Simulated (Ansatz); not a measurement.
**Ga: computed DOS**

```
CELL_PARAMETERS angstrom
1.38300 -4.02650 0.00000
1.38300 4.02650 0.00000
-0.11745 0.00000 3.32993
ATOMIC_POSITIONS crystal
Ga 0.86900 0.13100 0.25000
Ga 0.13100 0.86900 0.75000
```

Conventional cell: a = 2.766 Å, b = 8.053 Å, c = 3.332 Å, α = 90.00°, β = 92.02°, γ = 90.00°. Ga (atom 1) is surrounded by 8 Ga at 2.69 to 2.92 Å.

The structure is an experimental refinement, used without relaxation.

The calculation used DFT, PBE, all-electron LAPW, scalar-relativistic (Ansatz 0.2.0).

The runs use a Γ-centred 14×14×11 k mesh, Fermi–Dirac smearing of 0.05 eV, basis error target 0.5 meV/atom, no spin polarisation.

States per eV and cell, averaged over 0.4 eV, from -9.8 to 3.6 eV, with energies (bin centres) from the Fermi level; empty bins are left out. 

| E (eV) | total |
| --- | --- |
| -9.7 | 0.30 |
| -9.3 | 0.35 |
| -8.9 | 0.38 |
| -8.5 | 0.39 |
| -8.1 | 0.45 |
| -7.7 | 0.46 |
| -7.3 | 0.46 |
| -6.9 | 0.53 |
| -6.5 | 0.58 |
| -6.1 | 0.67 |
| -5.7 | 0.64 |
| -5.3 | 0.57 |
| -4.9 | 0.54 |
| -4.5 | 0.57 |
| -4.1 | 0.57 |
| -3.7 | 0.60 |
| -3.3 | 0.61 |
| -2.9 | 0.65 |
| -2.5 | 0.69 |
| -2.1 | 0.66 |
| -1.7 | 0.84 |
| -1.3 | 0.87 |
| -0.9 | 0.79 |
| -0.5 | 0.69 |
| -0.1 | 0.67 |
| 0.3 | 0.74 |
| 0.7 | 0.84 |
| 1.1 | 0.80 |
| 1.5 | 0.91 |
| 1.9 | 0.97 |
| 2.3 | 1.05 |
| 2.7 | 0.94 |
| 3.1 | 0.90 |
| 3.5 | 0.89 |
